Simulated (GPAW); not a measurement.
Crystal: FeO (Wuestite).

```
Fe O
1.0
     1.51882    0.87689    2.51958
    -1.51882    0.87689    2.51958
     0.00000   -1.75378    2.51958
Fe O
1 1
Direct
  0.00000 0.00000 0.00000
  0.50000 0.50000 0.50000
```

Base run:

```yaml
Program: GPAW 26.7.0
Functional: PBEsol
Potentials_or_basis: PAW data sets generated in the run's folder for this functional
Cutoff: 800 eV
Basis: pw
k_mesh: 8 × 8 × 8
Occupations: fermi-dirac, width 0.05 eV
Spin: collinear spin, ferromagnetic start
Starting_moments: "[3.0, 0.0] μB"
Hubbard_terms: Fe d U = 6 eV
```

Its results: pressure -4.9 GPa; net moment 4.03 μB per cell; site moments Fe +3.81; O +0.15 μB.

Question: The run is repeated on the same cell with these changes: hubbard terms from Fe d U = 6 eV to Fe d U = 2 eV. What comes out?

Answer: Pressure -7.3 GPa; net moment 4.00 μB per cell; site moments Fe +3.63; O +0.20 μB.

Caveats: a cell with one magnetic atom can't hold antiferromagnetic order, which such compounds often take.
